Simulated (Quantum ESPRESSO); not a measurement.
A run of Quantum ESPRESSO 7.5 is set up as follows.

The input pw.in:

```
&CONTROL
  calculation = 'vc-relax'
  prefix = 'pwscf'
  outdir = './tmp'
  pseudo_dir = './pseudo'
  tprnfor = .true.
  tstress = .true.
  disk_io = 'low'
  nstep = 40
  forc_conv_thr = 0.0004
  etot_conv_thr = 1d-05
/
&SYSTEM
  ibrav = 0
  A = 3.085
  nat = 3
  ntyp = 2
  ecutwfc = 84
  nbnd = 14
  input_dft = 'vdw-df2-b86r'
  occupations = 'smearing'
  smearing = 'fd'
  degauss = 0.00367493
/
&ELECTRONS
  conv_thr = 6d-10
  electron_maxstep = 120
  mixing_beta = 0.5
/
&IONS
  ion_dynamics = 'bfgs'
/
&CELL
  cell_dynamics = 'bfgs'
  press = 0
  press_conv_thr = 0.3
/
ATOMIC_SPECIES
Mg    24.3050 Mg.upf
B     10.8100 B.upf
CELL_PARAMETERS alat
   1.0000000000    0.0000000000    0.0000000000
  -0.5000000000    0.8660254038    0.0000000000
   0.0000000000    0.0000000000    1.1419773096
ATOMIC_POSITIONS alat
Mg     0.0000000000    0.0000000000    0.0000000000
B      0.5000000000    0.2886751346    0.5709886548
B      0.0000000000    0.5773502692    0.5709886548
K_POINTS automatic
10 10 8 0 0 0
```

Potentials or basis: PseudoDojo 0.4.1 SR PBE standard.

Command:

```sh
$ OMP_NUM_THREADS=1 pw.x -in pw.in > pw.out
```

Task: Predict the relaxed cell.

Result: a = 3.080 Å, b = 3.080 Å, c = 3.497 Å, α = 90.00°, β = 90.00°, γ = 120.00°.

Task: Estimate the space group after relaxing (to 0.05 Å).

Result: P6/mmm (No. 191).

Task: What does it give for the relaxed volume?

Result: 9.58 Å³/atom.

Step by step:
```csv
step,energy change (eV),largest force (eV/Å),pressure (GPa),volume (Å³)
1,0.0000,0.0000,-1.35,29.04
2,-0.0012,0.0000,-0.37,28.84
3,-0.0015,0.0000,0.08,28.73
4,-0.0016,0.0000,0.08,28.72
5,-0.0016,0.0000,0.01,28.73
```

Caveat: the potentials were made for another functional, which shifts forces and pressure.
